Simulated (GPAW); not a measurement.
Runs of GPAW 26.7.0 on HfO2. The structure is tetragonal, space group P4_2/mnm (No. 136). The conventional cell has a = 4.814 Å, b = 4.814 Å, c = 3.205 Å, α = 90.00°, β = 90.00°, γ = 90.00°. Hf (site symmetry mmm) is surrounded by 6 O at 2.08 Å. Around O (site symmetry m2m) lie 3 Hf at 2.08 Å. Measurements of this composition are mostly on another form, of space group No. 14.

```tsv
task	level	potentials or basis	cell	k mesh	cutoff (eV)	smearing	maxiter	band path	band points	convergence	eigensolver	mesh quality	gap on the mesh (eV)	pressure (GPa)	largest force (eV/Å)
band structure	LDA	the program's PAW data sets (release 1.2.1) made for this functional, pw	as given	6 × 6 × 8	800	fermi-dirac 0.05 eV	150	GXMGZRAZ,XR,MA	100	-	-	not flagged	3.79	-4.1	0.05
band structure	PBEsol	PAW data sets generated in the run's folder for this functional, pw	as given	4 × 4 × 6	800	fermi-dirac 0.05 eV	150	GXMGZRAZ,XR,MA	100	-	-	not flagged	3.88	2.8	(b)
single point	r2SCAN	GPAW PAW data sets (gpaw-data 1.2.1), pw	as given	5 × 5 × 7	650	fermi-dirac 0.05 eV	120	-	-	default	-	not flagged	4.54	(a)	0.05
band structure	r2SCAN	GPAW PAW data sets (gpaw-data 1.2.1), pw	as given	4 × 4 × 6	800	fermi-dirac 0.05 eV	150	GXMGZRAZ,XR,MA	100	-	-	not flagged	4.54	(c)	0.05
band structure	BLYP	PAW data sets generated in the run's folder for this functional, pw	as given	6 × 6 × 8	800	fermi-dirac 0.05 eV	150	GXMGZRAZ,XR,MA	60	-	davidson	not flagged	4.03	12.8	0.12
Born charges	LDA	PAW data sets generated in the run's folder for this functional, pw	relaxed	3 × 3 × 4	680	fermi-dirac 0.01 eV	150	-	-	density=1e-06 eigenstates=1e-09	-	coarse	3.84	0.0	-
band structure	LDA	the program's PAW data sets (release 1.2.1) made for this functional, pw	as given	4 × 4 × 6	800	fermi-dirac 0.05 eV	150	GXMGZRAZ,XR,MA	100	-	-	not flagged	3.79	-4.1	0.05
```

Alike in all rows: no spin polarisation.

Question: Fill in the values left out.

Answer: (a) 1.9; (b) 0.03; (c) 4.1.

Caveats: some runs use coarse meshes; spin-orbit coupling is left out, which moves the levels of the heavy elements; the cutoff is short for stress and forces, so pressures can be off by a GPa or more (some runs); the PAW data sets were made with another functional, which shifts forces and pressure a little (some runs); an odd mesh through Γ misses points on the zone boundary, where band edges often lie (some runs); the LO-TO splitting is left out (some runs).

A k mesh can miss the band edges, and the runs leave out spin-orbit coupling on Hf.

Not every run made on this cell is shown here.
